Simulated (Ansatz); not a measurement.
# PbS (Galena) under changes of volume

One of the cells (26.086 Å³/atom); the others are scaled copies at fixed shape and fractional positions:

```
CELL_PARAMETERS angstrom
0.00000 2.96575 2.96575
2.96575 0.00000 2.96575
2.96575 2.96575 0.00000
ATOMIC_POSITIONS crystal
Pb 0.00000 0.00000 0.00000
S 0.50000 0.50000 0.50000
```

```yaml
Program: Ansatz 0.2.0
Functional: BLYP
Dispersion: D4
Potentials_or_basis: Ansatz PAW
Cutoff: "420 eV (not typed: the program's choice for these potentials)"
k_mesh: 8 × 8 × 8
Occupations: fermi-dirac, width 0.05 eV
Spin: no spin polarisation
```

| volume (Å³/atom) | energy over the lowest point (meV/atom) | pressure (GPa) | gap on the mesh (eV) |
| --- | --- | --- | --- |
| 24.521 | 47.46 | 6.2 | 0.27 |
| 25.042 | 29.85 | 4.6 | 0.35 |
| 25.564 | ? | ? | ? |
| 26.086 | 9.07 | 1.9 | 0.50 |
| 26.607 | 4.82 | 0.8 | 0.56 |
| 27.129 | 3.30 | 0.3 | 0.62 |
| 27.651 | 0.00 | 2.3 | 0.67 |

Problem. What does the run at 25.564 Å³/atom give?

Solution. Energy over the lowest point 17.22 meV/atom; pressure 3.2 GPa; gap on the mesh 0.43 eV.

Worked out: A Birch-Murnaghan fit of order 3 (a polynomial in V^(-2/3)) to the other rows has no minimum within the range. It gives 17.19 meV/atom at 25.564 Å³/atom, against the run's 17.22, and -dE/dV = 2.9 GPa, against 3.2. A parabola through the other rows of the gap, of slope 3.57 eV per unit of ln V (its deformation potential) there, gives 0.43 eV, against the run's 0.43.

Energies are extrapolated to zero smearing.

Caveats: spin-orbit coupling is left out, which as a rule narrows the gap of such compounds by several tenths of an eV; the PAW data sets come from PBE, with cores solved anew for the run's functional, which leaves a small shift of forces and pressure.

A mesh can miss the band edges.
